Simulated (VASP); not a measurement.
# Input and output of a VASP PBE single-point calculation on SnSe$_{2}$ (1T (CdI2) bulk)

INCAR

```
NBANDS = 20
GGA = PE
LCHARG = .FALSE.
LWAVE = .FALSE.
EDIFF = 1E-7
IBRION = -1
NSW = 0
LASPH = .TRUE.
ISMEAR = -1
SIGMA = 0.02
NELM = 120
ISIF = 2
LREAL = .FALSE.
ENCUT = 520
PREC = Accurate
```

KPOINTS

```
KPOINTS created by Atomic Simulation Environment
0
Gamma
12 12 4
0 0 0
```

KPOINTS_OPT

```
special points
8
Reciprocal
0.0000000000 0.0000000000 0.0000000000 1
0.5000000000 0.0000000000 0.0000000000 1
0.3333333333 0.3333333333 0.0000000000 1
0.0000000000 0.0000000000 0.5000000000 1
0.5000000000 0.0000000000 0.5000000000 1
0.3333333333 0.3333333333 0.5000000000 1
0.0833333333 0.0833333333 0.0000000000 1
0.5000000000 0.0000000000 0.3500000000 1
```

POSCAR

```
Sn Se
 1.0000000000000000
     3.8251493340507654    0.0000000000000000   -0.0000000000000000
    -1.9125746670253827    3.3126764965570907   -0.0000000000000000
    -0.0000000000000000   -0.0000000000000000    6.2270788927462952
 Sn  Se
   1   2
Cartesian
  0.0000000000000000  0.0000000000000000 -0.0000000000000000
 -0.0000000000000001  2.2084509977047269  1.5759381138061268
  1.9125746670253825  1.1042254988523634  4.6511407789401682
```

VASP ran with the recommended PBE PAW datasets (26 valence electrons in the cell).

Command

```
mpirun -np 1 vasp_std
```

OSZICAR

```
N       E                     dE             d eps       ncg     rms          rms(c)
DAV:   1     0.206287552247E+03    0.20629E+03   -0.12153E+04  2816   0.146E+03
DAV:   2     0.116146621560E+02   -0.19467E+03   -0.18714E+03  2972   0.385E+02
DAV:   3    -0.112764032280E+02   -0.22891E+02   -0.22401E+02  3320   0.114E+02
DAV:   4    -0.120663927748E+02   -0.78999E+00   -0.78866E+00  3296   0.224E+01
DAV:   5    -0.120855647288E+02   -0.19172E-01   -0.19170E-01  3812   0.363E+00    0.497E+00
DAV:   6    -0.118404912228E+02    0.24507E+00   -0.51297E-01  4152   0.735E+00    0.320E+00
DAV:   7    -0.118236645829E+02    0.16827E-01   -0.15149E-01  3204   0.242E+00    0.102E+00
DAV:   8    -0.118236595824E+02    0.50006E-05   -0.11809E-02  3468   0.102E+00    0.275E-01
DAV:   9    -0.118241546560E+02   -0.49507E-03   -0.15089E-03  3132   0.294E-01    0.842E-02
DAV:  10    -0.118241632418E+02   -0.85858E-05   -0.11818E-04  3652   0.747E-02    0.334E-02
DAV:  11    -0.118241930315E+02   -0.29790E-04   -0.43541E-05  3024   0.366E-02    0.816E-03
DAV:  12    -0.118241932144E+02   -0.18288E-06   -0.24248E-06  3716   0.112E-02    0.622E-03
DAV:  13    -0.118241937773E+02   -0.56283E-06   -0.22031E-06  3000   0.796E-03    0.273E-03
DAV:  14    -0.118241938842E+02   -0.10693E-06   -0.43219E-08  2556   0.132E-03    0.135E-03
DAV:  15    -0.118241939528E+02   -0.68618E-07   -0.25575E-08  2224   0.116E-03
   1 F= -.11824194E+02 E0= -.11824194E+02  d E =-.260130E-09
       N       E                     dE             ncg
DAV:   1     0.340053476940E+04   -0.43530E+04      320
DAV:   2     0.189741072147E+04   -0.15031E+04      336
DAV:   3     0.170907149436E+04   -0.18834E+03      396
DAV:   4     0.170301386918E+04   -0.60576E+01      380
DAV:   5     0.170286347992E+04   -0.15039E+00      440
DAV:   6     0.170286042646E+04   -0.30535E-02      400
DAV:   7     0.170286025459E+04   -0.17187E-03      464
DAV:   8     0.170286025319E+04   -0.13952E-05      380
DAV:   9     0.170286025314E+04   -0.53419E-07      280
```

From OUTCAR

```
k-points           NKPTS =     69   k-points in BZ     NKDIM =     69   number of bands    NBANDS=     20

   NELECT =      26.0000    total number of electrons

   dimension x,y,z NGX =    28 NGY =   28 NGZ =   48
   dimension x,y,z NGXF=    56 NGYF=   56 NGZF=   96

  energy-cutoff  :      520.00
  volume of cell :       78.91
      direct lattice vectors                 reciprocal lattice vectors
     3.825149334  0.000000000  0.000000000     0.261427702  0.150935354  0.000000000
    -1.912574667  3.312676497  0.000000000     0.000000000  0.301870708  0.000000000
     0.000000000  0.000000000  6.227078893     0.000000000  0.000000000  0.160588940

 k-points in reciprocal lattice and weights: KPOINTS created by Atomic Simulation Env
   0.00000000  0.00000000  0.00000000       0.002
   0.08333333 -0.00000000  0.00000000       0.010
   0.16666667 -0.00000000  0.00000000       0.010
   0.25000000 -0.00000000  0.00000000       0.010
   0.33333333  0.00000000  0.00000000       0.010
   0.41666667 -0.00000000  0.00000000       0.010
   0.50000000 -0.00000000  0.00000000       0.005
   0.08333333  0.08333333  0.00000000       0.010
   ...

 E-fermi :   4.3111

 k-point     1 :       0.0000    0.0000    0.0000
  band No.  band energies     occupation
      1     -17.2861      2.00000
      2     -17.2861      2.00000
      3     -17.2492      2.00000
      4     -17.2375      2.00000
      5     -17.2375      2.00000
      6      -9.8325      2.00000
      7      -8.2086      2.00000
      8      -2.1840      2.00000
      9       3.3725      2.00000
     10       3.3725      2.00000
     11       3.6418      2.00000
     12       3.6418      2.00000
     13       3.8213      2.00000
     14       4.9433      0.00000
     15       7.0041      0.00000
     16       8.5894      0.00000
     17       8.5894      0.00000
     18      11.9803      0.00000
     19      12.9295      0.00000
     20      12.9295      0.00000

 k-point     2 :       0.0833   -0.0000    0.0000
  band No.  band energies     occupation
      1     -17.2889      2.00000
      2     -17.2835      2.00000
      3     -17.2473      2.00000
      4     -17.2393      2.00000
      5     -17.2373      2.00000
      6      -9.7650      2.00000
      7      -8.1644      2.00000
      8      -2.1660      2.00000
      9       2.5528      2.00000
     10       3.0590      2.00000
     11       3.2488      2.00000
     12       3.8048      2.00000
     13       3.8869      2.00000
     14       5.5609      0.00000
     15       7.4231      0.00000
     16       8.3511      0.00000
     17       8.7214      0.00000
     18      12.0906      0.00000
     19      12.2627      0.00000
     20      13.0172      0.00000

 k-point     3 :       0.1667   -0.0000    0.0000
  band No.  band energies     occupation
      1     -17.2974      2.00000
      2     -17.2772      2.00000
      3     -17.2454      2.00000
      4     -17.2401      2.00000
      5     -17.2361      2.00000
      6      -9.5670      2.00000
      7      -8.0437      2.00000
      8      -2.1474      2.00000
      9       1.4071      2.00000
     10       2.4504      2.00000
     11       2.5864      2.00000
     12       3.8434      2.00000
     13       3.8883      2.00000
     14       6.1518      0.00000
     15       7.6534      0.00000
     16       8.7228      0.00000
     17       9.0165      0.00000
     18      11.1730      0.00000
     19      12.1852      0.00000
     20      13.2074      0.00000

 k-point     4 :       0.2500   -0.0000    0.0000
  band No.  band energies     occupation
      1     -17.3101      2.00000
      2     -17.2705      2.00000
      3     -17.2504      2.00000
      4     -17.2324      2.00000
      5     -17.2323      2.00000
      6      -9.2545      2.00000
      7      -7.8840      2.00000
      8      -2.2464      2.00000
      9       0.5034      2.00000
     10       1.6693      2.00000
     11       2.1360      2.00000
     12       3.6779      2.00000
     13       3.8527      2.00000
     14       5.8829      0.00000
     15       7.8330      0.00000
     16       9.2507      0.00000
     17       9.5114      0.00000
     18      10.4758      0.00000
     19      12.2223      0.00000
     20      13.4919      0.00000

 k-point     5 :       0.3333    0.0000    0.0000
  band No.  band energies     occupation
      1     -17.3236      2.00000
      2     -17.2665      2.00000
      3     -17.2554      2.00000
      4     -17.2259      2.00000
      5     -17.2239      2.00000
      6      -8.8630      2.00000
      7      -7.7507      2.00000
      8      -2.5733      2.00000
      9      -0.0016      2.00000
     10       1.1386      2.00000
     11       1.7767      2.00000
     12       3.3406      2.00000
     13       3.7697      2.00000
     14       5.4301      0.00000
     15       7.8654      0.00000
     16       9.3129      0.00000
     17       9.6617      0.00000
     18      10.3832      0.00000
     19      12.9429      0.00000
     20      13.7003      0.00000

 k-point     6 :       0.4167   -0.0000    0.0000
  band No.  band energies     occupation
      1     -17.3337      2.00000
      2     -17.2651      2.00000
      3     -17.2589      2.00000
      4     -17.2196      2.00000
      5     -17.2176      2.00000
      6      -8.4690      2.00000
      7      -7.7192      2.00000
      8      -2.9608      2.00000
      9      -0.2747      2.00000
     10       1.0074      2.00000
     11       1.5477      2.00000
     12       2.9103      2.00000
     13       3.6978      2.00000
     14       5.1677      0.00000
     15       7.7497      0.00000
     16       9.2839      0.00000
     17       9.4121      0.00000
     18      10.6948      0.00000
     19      13.5739      0.00000
     20      14.3043      0.00000

 k-point     7 :       0.5000   -0.0000    0.0000
  band No.  band energies     occupation
      1     -17.3375      2.00000
      2     -17.2648      2.00000
      3     -17.2601      2.00000
      4     -17.2170      2.00000
      5     -17.2153      2.00000
      6      -8.2607      2.00000
      7      -7.7617      2.00000
      8      -3.1262      2.00000
      9      -0.3847      2.00000
     10       1.0535      2.00000
     11       1.4692      2.00000
     12       2.6877      2.00000
     13       3.6704      2.00000
     14       5.0897      0.00000
     15       7.6905      0.00000
     16       9.2628      0.00000
     17       9.3160      0.00000
     18      10.8190      0.00000
     19      13.8481      0.00000
     20      14.5437      0.00000

 k-point     8 :       0.0833    0.0833    0.0000
  band No.  band energies     occupation
      1     -17.2940      2.00000
      2     -17.2798      2.00000
      3     -17.2440      2.00000
      4     -17.2422      2.00000
      5     -17.2363      2.00000
      6      -9.6322      2.00000
      7      -8.0818      2.00000
      8      -2.1469      2.00000
      9       1.8332      2.00000
     10       2.1922      2.00000
     11       3.3351      2.00000
     12       3.4967      2.00000
     13       3.9408      2.00000
     14       6.0975      0.00000
     15       7.9724      0.00000
     16       8.1237      0.00000
     17       8.9993      0.00000
     18      11.4994      0.00000
     19      12.0625      0.00000
     20      13.2268      0.00000

 k-point     9 :       0.1667    0.0833    0.0000
  band No.  band energies     occupation
      1     -17.3035      2.00000
      2     -17.2746      2.00000
      3     -17.2469      2.00000
      4     -17.2391      2.00000
      5     -17.2318      2.00000
      6      -9.3763      2.00000
      7      -7.9406      2.00000
      8      -2.1839      2.00000
      9       0.9219      2.00000
     10       1.5141      2.00000
     11       2.7228      2.00000
     12       3.4276      2.00000
     13       3.8950      2.00000
     14       6.1740      0.00000
     15       8.0946      0.00000
     16       8.7972      0.00000
     17       9.3446      0.00000
     18      10.8472      0.00000
     19      11.6764      0.00000
     20      13.4786      0.00000

 k-point    10 :       0.2500    0.0833    0.0000
  band No.  band energies     occupation
      1     -17.3157      2.00000
      2     -17.2704      2.00000
      3     -17.2518      2.00000
      4     -17.2334      2.00000
      5     -17.2241      2.00000
      6      -9.0216      2.00000
      7      -7.7910      2.00000
      8      -2.4094      2.00000
      9       0.2507      2.00000
     10       1.0792      2.00000
     11       2.0645      2.00000
     12       3.2733      2.00000
     13       3.7280      2.00000
     14       5.7765      0.00000
     15       8.2723      0.00000
     16       9.1605      0.00000
     17       9.7882      0.00000
     18      10.3512      0.00000
     19      11.9731      0.00000
     20      13.7422      0.00000

 ...

  Total        1.4277388      1.4277388      1.5167965     -0.0000000      0.0000000     -0.0000000
  in kB       28.9899556     28.9899556     30.7982542     -0.0000000      0.0000000     -0.0000000
  external PRESSURE =      29.5927218 kB  Pullay stress =       0.0000000 kB

 POSITION                                       TOTAL-FORCE (eV/Angst)
 -----------------------------------------------------------------------------------
      0.00000      0.00000      0.00000        -0.000000      0.000000      0.000000
      0.00000      2.20845      1.57594        -0.000000      0.000000      0.275359
      1.91257      1.10423      4.65114         0.000000     -0.000000     -0.275359
 -----------------------------------------------------------------------------------
    total drift:                                0.000000      0.000000     -0.000000

  FREE ENERGIE OF THE ION-ELECTRON SYSTEM (eV)
  ---------------------------------------------------
  free  energy   TOTEN  =       -11.8241939528 eV

  energy  without entropy=      -11.8241939525  energy(sigma->0) =      -11.82419395
```

* gap between bands v and c: 0.66 eV
* least direct gap: 1.12 eV
* pressure: 3.0 GPa
* largest force: 0.28 eV/Å

Band v is the last that the valence electrons fill when counted band by band, and c is the next.
